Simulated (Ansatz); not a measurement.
## CdO (Monteponite): equation of state with PBE

The system is CdO (Monteponite).

```
Cd O
1.0
     0.00000    2.34950    2.34950
     2.34950    0.00000    2.34950
     2.34950    2.34950    0.00000
Cd O
1 1
Direct
  0.00000 0.00000 0.00000
  0.50000 0.50000 0.50000
```

```json
{"Program": "Ansatz 0.2.0", "Task": "equation of state", "Functional": "PBE", "Potentials or basis": "SPMS NC", "Cutoff": "1034 eV", "Density cutoff": "4136 eV", "k mesh": "10 × 10 × 10", "Occupations": "fermi-dirac, width 0.05 eV", "Spin": "no spin polarisation"}
```

```
Equilibrium volume                      : 13.53 Å³/atom
Bulk modulus                            : 127 GPa
Pressure derivative of the bulk modulus : 4.8
```

Energy against volume, from the lowest point:
| volume (Å³/atom) | energy (meV/atom) |
| --- | --- |
| 12.191 | 64.00 |
| 12.451 | 39.93 |
| 12.710 | 22.14 |
| 12.970 | 9.92 |
| 13.229 | 2.72 |
| 13.488 | 0.00 |
| 13.748 | 1.28 |

All runs of the series together: 9.8 s on 2 threads of Intel(R) Xeon(R) Platinum 8559C (Emerald Rapids), with other jobs on the host.

PBE usually gives volumes a little too large and moduli too small. Zero-point motion and thermal expansion aren't in these numbers.
